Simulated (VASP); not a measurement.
Crystal: PtSe2 (Sudovikovite).

```
Pt Se
1.0
     3.72400    0.00000    0.00000
    -1.86200    3.22508    0.00000
     0.00000    0.00000    5.06200
Pt Se
1 2
Direct
  0.00000 0.00000 0.00000
  0.66667 0.33333 0.75000
  0.33333 0.66667 0.25000
```

```yaml
Program: VASP 6.6.1
Task: relaxation of cell and atoms
Functional: TPSS
Potentials_or_basis: VASP PAW PBE potentials, release 64 (Pt, Se)
Cutoff: 600 eV
k_mesh: 8 × 8 × 5
Occupations: gaussian, width 0.05 eV
Spin: no spin polarisation
```

At the start: pressure 6.2 GPa; volume 20.27 Å³/atom.

How do energy, volume and symmetry change on relaxing?

Over 11 steps the energy falls by 19.5 meV/atom and the volume is 21.77 Å³/atom (+7.4 %); space group P-3m1 (No. 164, to 0.05 Å).

Step by step:
| step | energy change (eV) | largest force (eV/Å) | pressure (GPa) | volume (Å³) |
| --- | --- | --- | --- | --- |
| 1 | 0.0000 | 0.6066 | 6.17 | 60.80 |
| 2 | 0.0800 | 0.8081 | -7.59 | 67.92 |
| 3 | -0.0542 | 0.0141 | -0.08 | 63.41 |
| 4 | -0.0542 | 0.0033 | 0.03 | 63.36 |
| 5 | -0.0546 | 0.0169 | 0.04 | 63.40 |
| 6 | -0.0552 | 0.0594 | 0.06 | 63.53 |
| 7 | -0.0557 | 0.0504 | 0.10 | 63.65 |
| 8 | -0.0568 | 0.0212 | 0.20 | 64.04 |
| 9 | -0.0579 | 0.0420 | 0.46 | 64.80 |
| 10 | -0.0581 | 0.0326 | 0.35 | 64.93 |
| 11 | -0.0585 | 0.0027 | 0.02 | 65.31 |

Final structure:
```xyz
3
Lattice="3.7616 0.0000 0.0000 -1.8808 3.2577 0.0000 0.0000 0.0000 5.3298" Properties=species:S:1:pos:R:3 pbc="T T T"
Pt    3.7616    0.0000    0.0000
Se    1.8808    1.0859    4.0280
Se    0.0000    2.1718    1.3018
```

Caveat: the PAW data sets were made with another functional, which shifts forces and pressure a little.
